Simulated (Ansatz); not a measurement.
Input of an Ansatz 0.2.0 run:

The input input.yaml:

```yaml
crystal:
  lattice:
    - [0.0, 2.77, 2.77]
    - [2.77, 0.0, 2.77]
    - [2.77, 2.77, 0.0]
  atoms:
    - { symbol: Te, position: [0.75, 0.75, 0.75] }
    - { symbol: Be, position: [0.0, 0.0, 0.0] }
kpoints:
  mp_grid: { grid: [8, 8, 8] }
scf:
  occupations: { method: gaussian, width: 0.014 }
hamiltonian:
  xc: pbe
  pseudopotentials: { kind: all_electron, lapw: { basis_error: 0.001 } }
output:
  forces: true
  stress: true
  eigenvalues: true
```

Potentials or basis: all-electron LAPW, scalar-relativistic.

Command:

```bash
$ ansatz run input.yaml --threads 1 --pin off --max-ram 3072MiB --backend cpu --events-out ev --progress --plain --runs-dir out
```

(1) Estimate the band gap on the k mesh.

(2) Estimate the pressure.

Answers

(1) 1.86 eV, indirect (least direct gap 3.59 eV).

(2) 4.3 GPa.

Caveat: spin-orbit coupling is left out, which moves the levels of the heavy elements.
